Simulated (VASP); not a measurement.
Ir:

```xyz
4
Lattice="3.4413 0.0000 0.0000 -1.7206 2.9802 0.0000 0.0000 0.0000 5.6781" Properties=species:S:1:pos:R:3 pbc="T T T"
Ir    0.0000    1.9868    2.4842
Ir    1.7206    0.9934    5.3232
Ir    1.7206    0.9934    3.1939
Ir    0.0000    1.9868    0.3549
```

The cell was built by a generator and needn't be a form met in nature.

```yaml
Program: VASP 6.6.1
Task: relaxation of cell and atoms
Functional: PBEsol
Potentials_or_basis: VASP PAW PBE potentials, release 64 (Ir)
Cutoff: 600 eV
k_mesh: 6 × 6 × 4
Occupations: gaussian, width 0.1 eV
Spin: no spin polarisation
```

At the start: pressure 165.1 GPa; volume 14.56 Å³/atom.

Question: How do energy, volume and symmetry change on relaxing?

Answer: Over 28 steps the energy falls by 2388.9 meV/atom and the volume is 20.91 Å³/atom (+43.7 %); space group P6_3/mmc (No. 194, to 0.05 Å).

The path:
| step | energy change (eV) | largest force (eV/Å) | pressure (GPa) | volume (Å³) |
| --- | --- | --- | --- | --- |
| 1 | 0.0000 | 0.7118 | 165.09 | 58.23 |
| 2 | 14.6054 | 0.3311 | -9.54 | 298.18 |
| 3 | 9.1370 | 0.2992 | -14.60 | 220.67 |
| 4 | 2.8885 | 0.2157 | -23.01 | 166.45 |
| 5 | -7.7229 | 0.0826 | -24.57 | 103.06 |
| 6 | -9.2997 | 0.2092 | 15.25 | 78.53 |
| 7 | -9.5076 | 0.1918 | -4.51 | 85.91 |
| 8 | -9.5372 | 0.1988 | -0.43 | 84.05 |
| 9 | -9.5364 | 0.2007 | 0.94 | 83.47 |
| 10 | -9.5387 | 0.0225 | 0.72 | 83.55 |
| 11 | -9.5398 | 0.0473 | 0.79 | 83.52 |
| 12 | -9.5388 | 0.0788 | -1.46 | 84.49 |
| 13 | -9.5411 | 0.0625 | -0.13 | 83.93 |
| 14 | -9.5411 | 0.0615 | -0.23 | 83.96 |
| 15 | -9.5424 | 0.0931 | -0.27 | 83.97 |
| 16 | -9.5461 | 0.1722 | -0.35 | 84.02 |
| 17 | -9.5510 | 0.2241 | -0.64 | 84.08 |
| 18 | -9.5509 | 0.2189 | -0.80 | 84.10 |
| 19 | -9.5511 | 0.2240 | -0.71 | 84.09 |
| 20 | -9.5516 | 0.2102 | -0.69 | 84.07 |
| 21 | -9.5527 | 0.1771 | -0.60 | 84.02 |
| 22 | -9.5540 | 0.1112 | -0.44 | 83.91 |
| 23 | -9.5529 | 0.0006 | -0.13 | 83.68 |
| 24 | -9.5541 | 0.0787 | -0.35 | 83.84 |
| 25 | -9.5545 | 0.0683 | -0.28 | 83.82 |
| 26 | -9.5554 | 0.0377 | -0.07 | 83.74 |
| 27 | -9.5555 | 0.0192 | 0.39 | 83.59 |
| 28 | -9.5557 | 0.0043 | 0.19 | 83.65 |

Final structure:
```
CELL_PARAMETERS angstrom
3.93984 0.00000 0.00000
-1.96992 3.41200 0.00000
0.00000 0.00000 6.22302
ATOMIC_POSITIONS crystal
Ir 0.33333 0.66667 0.44189
Ir 0.66667 0.33333 0.94189
Ir 0.66667 0.33333 0.55811
Ir 0.33333 0.66667 0.05811
```

Caveat: the volume moved by over 15 % at a fixed basis, so the end points are rough; the PAW data sets were made with another functional, which shifts forces and pressure a little.
